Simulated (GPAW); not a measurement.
Crystal: Ti.

```xyz
2
Lattice="2.9500 0.0000 0.0000 -1.4750 2.5548 0.0000 0.0000 0.0000 4.6800" Properties=species:S:1:pos:R:3 pbc="T T T"
Ti    1.4750    0.8516    3.5100
Ti    0.0000    1.7032    1.1700
```

* Program: GPAW 26.7.0
* Task: relaxation of cell and atoms
* Functional: PBEsol
* Potentials or basis: PAW data sets generated in the run's folder for this functional
* Cutoff: 600 eV
* Basis: pw
* k mesh: 8 × 8 × 4
* Occupations: fermi-dirac, width 0.05 eV
* Spin: no spin polarisation

At the start: pressure -6.4 GPa; volume 17.64 Å³/atom.

Q: How do energy, volume and symmetry change on relaxing?

A: Over 7 steps the energy falls by 16.0 meV/atom and the volume is 16.65 Å³/atom (-5.6 %); space group P6_3/mmc (No. 194, to 0.05 Å).

Step by step:
```csv
step,energy change (eV),largest force (eV/Å),pressure (GPa),volume (Å³)
1,0.0000,0.0000,-6.41,35.27
2,-0.0159,0.0000,-4.88,34.74
3,-0.0309,0.0001,0.31,33.20
4,-0.0314,0.0000,0.01,33.28
5,-0.0316,0.0000,-0.05,33.29
6,-0.0320,0.0000,-0.11,33.31
7,-0.0319,0.0000,-0.05,33.30
```

Final structure:
```
Ti
1.0
     2.90167    0.00000    0.00000
    -1.45083    2.51292    0.00000
     0.00000    0.00000    4.56626
Ti
2
Direct
  0.66667 0.33333 0.75000
  0.33333 0.66667 0.25000
```

Caveat: later steps reuse the first step's grids.
